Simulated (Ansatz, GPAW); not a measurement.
LiCl: programs and potentials compared

```
CELL_PARAMETERS angstrom
0.00000 2.56477 2.56477
2.56477 0.00000 2.56477
2.56477 2.56477 0.00000
ATOMIC_POSITIONS crystal
Cl 0.50000 0.50000 0.50000
Li 0.00000 0.00000 0.00000
```

Alike in all runs: task single point; functional PBE; k mesh 9 × 9 × 9; occupations gaussian, width 0.03 eV; no spin polarisation; no spin-orbit coupling. Pressure is positive in compression and, in plane waves, holds the error of the finite cutoff, which Ansatz's Pulay term estimates and takes out.

```tsv
program and potentials	plane-wave cutoff (eV)	notes	pressure (GPa)
Ansatz, Ansatz PAW	420	5 valence electrons an atom on average	0.40
Ansatz, all-electron LAPW, scalar-relativistic	-	-	0.40
GPAW, GPAW PAW data sets (gpaw-data 1.2.1)	800	4 valence electrons an atom on average	0.51
```

The pressure spans 0.40 (Ansatz, Ansatz PAW) to 0.51 GPa (GPAW, GPAW PAW data sets (gpaw-data 1.2.1)), with all-electron results at 0.40.

The functional is the same throughout but for its coding, so the spread measures potentials, basis and numerics; runs on potential files found faulty are left out.
